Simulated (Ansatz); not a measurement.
Relaxed ZrO2 (baddeleyite type, space group P2_1/c):

```xyz
12
Lattice="5.1893 0.0000 0.0000 0.0000 5.2418 0.0000 -0.9034 0.0000 5.3026" Properties=species:S:1:pos:R:3 pbc="T T T"
Zr     1.2409     0.2298     1.1144
Zr     3.4967     2.8507     1.5369
Zr     3.0450     5.0120     4.1882
Zr     0.7892     2.3911     3.7657
O      0.0203     1.7095     1.8571
O      4.7173     4.3304     0.7943
O      4.2656     3.5323     3.4456
O     -0.4314     0.9114     4.5084
O      1.9114     3.9667     2.5202
O      2.8261     1.3458     0.1311
O      2.3744     1.2751     2.7824
O      1.4597     3.8960     5.1715
```

A phonon eigenvector at Γ is frozen into this cell: atom i moves by Q times the vector below, so Q is the largest atomic displacement, in Å. The cell is held.

```tsv
atom	x	y	z
Zr1	-0.710	-0.021	-0.704
Zr2	0.710	-0.021	0.704
Zr3	-0.710	-0.021	-0.704
Zr4	0.710	-0.021	0.704
O5	0.206	0.059	0.240
O6	-0.206	0.059	-0.240
O7	0.206	0.059	0.240
O8	-0.206	0.059	-0.240
O9	0.039	0.060	0.007
O10	-0.039	0.060	-0.007
O11	0.039	0.060	0.007
O12	-0.039	0.060	-0.007
```

Level of theory: PBE (plane waves to 420 eV, PAW, scalar-relativistic; Ansatz, a quantum-chemistry and plane-wave program). k mesh 5×5×5 (Γ-centred), Fermi-Dirac smearing 0.05 eV. Energies are smeared free energies. The PAW data are Ansatz's earlier set. ZrO2 is run without spin polarisation. ZrO2 was relaxed with its symmetry unable to fall. ΔE is measured from the undisplaced structure.

```tsv
Q (Å)	ΔE (eV/cell)
-0.100	0.1862
-0.067	0.0826
-0.033	0.0206
0.000	0.0000
0.033	0.0206
0.067	0.0826
0.100	0.1862
```

Which DFPT wavenumber at Γ belongs to this mode?
A. 449 cm⁻¹
B. 165 cm⁻¹
C. 573 cm⁻¹
D. 387 cm⁻¹

B, 165 cm⁻¹. The curvature of the scan gives 165 cm⁻¹

(A displaced cell: forces are minus the slopes of the energy, force constants its curvatures, and phonons follow from these.)
